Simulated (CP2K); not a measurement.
## W2C in CP2K: the effect of functional

The system is W2C.

```xyz
3
Lattice="3.0700 0.0000 0.0000 -1.5350 2.6587 0.0000 0.0000 0.0000 4.6784" Properties=species:S:1:pos:R:3 pbc="T T T"
W     1.5350    0.8862    1.1868
W     0.0000    1.7725    3.4917
C     0.0000    0.0000    0.0000
```

The cell comes from a database or a generator and needn't be the stable form of this composition.

Alike in all runs:

```yaml
Program: CP2K 2026.2
Task: atomic charges
Potentials_or_basis: POTENTIAL_UZH W GTH-PBE-q14, C GTH-PBE-q4; TZVP-MOLOPT-PBE-GTH basis
Density_cutoff: 9184 eV
k_mesh: 10 × 10 × 6
Occupations: fermi-dirac, width 0.05 eV
Spin: no spin polarisation
```

```tsv
functional	pressure (GPa)	largest force (eV/Å)
LDA	?	?
PBEsol	-10.4	0.12
WC	-8.8	0.06
HLE16	-66.3	2.17
vdW-DF2	13.3	0.57
TPSS	-5.8	0.11
```

What does the run with functional LDA give?

Pressure -13.1 GPa; largest force 0.11 eV/Å.

Caveats: the potentials were made for another functional, which shifts forces and pressure; the basis of atomic orbitals isn't converged, which shifts pressures, moduli and gaps; the potentials were made for a functional far from this one (some runs); the cell as given lies far from equilibrium (some runs).

Runs at the PBE level aren't shown here.
